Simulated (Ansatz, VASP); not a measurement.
One calculation of ZnO (zincite), two programs

```
Zn O
1.0
     3.24931    0.00000    0.00000
    -1.62465    2.81398    0.00000
     0.00000    0.00000    5.20571
Zn O
2 2
Direct
  0.66667 0.33333 0.00000
  0.33333 0.66667 0.50000
  0.33333 0.66667 0.87901
  0.66667 0.33333 0.37901
```

Alike in both runs: task relaxation of cell and atoms; functional LDA; k mesh 9 × 9 × 5; occupations fermi-dirac, width 0.05 eV; no spin polarisation.

```csv
,VASP,Ansatz
version,VASP 6.6.1,Ansatz 0.2.0
potentials or method,"VASP PAW LDA potentials, release 64 (Zn, O)",Ansatz PAW
plane-wave cutoff (eV),600,420
valence electrons in the cell,36,36
```

Ansatz gave:

* gap on the k mesh at the Fermi level, each at its own relaxed structure (eV): 0.80
* relaxed volume (Å³/atom): 11.33
* relaxed cell length with the largest relative difference (Å): 3.187
* energy change over the relaxation (meV/atom): -14

**Question.** What did VASP give for the same quantities?

**Answer.** gap on the k mesh at the Fermi level, each at its own relaxed structure (eV): 0.80; relaxed volume (Å³/atom): 11.40; relaxed cell length with the largest relative difference (Å): 3.194; energy change over the relaxation (meV/atom): -10.

Caveats: odd divisions of the mesh miss points on the zone boundary, where band edges often lie, so the gap on the mesh can be too wide (Ansatz); the plane-wave basis is chosen anew once the cell has moved, so the energies of steps on either side of that aren't comparable (Ansatz); the pressure holds a Pulay correction of +0.9 GPa for the finite cutoff (Ansatz); the PAW data sets come from PBE, with cores solved anew for the run's functional, which leaves a small shift of forces and pressure (Ansatz). Expect the measured gap to be larger: semilocal functionals such as LDA lack the derivative discontinuity. LDA usually gives volumes a few per cent too small. Zero-point motion and thermal expansion aren't in these numbers.
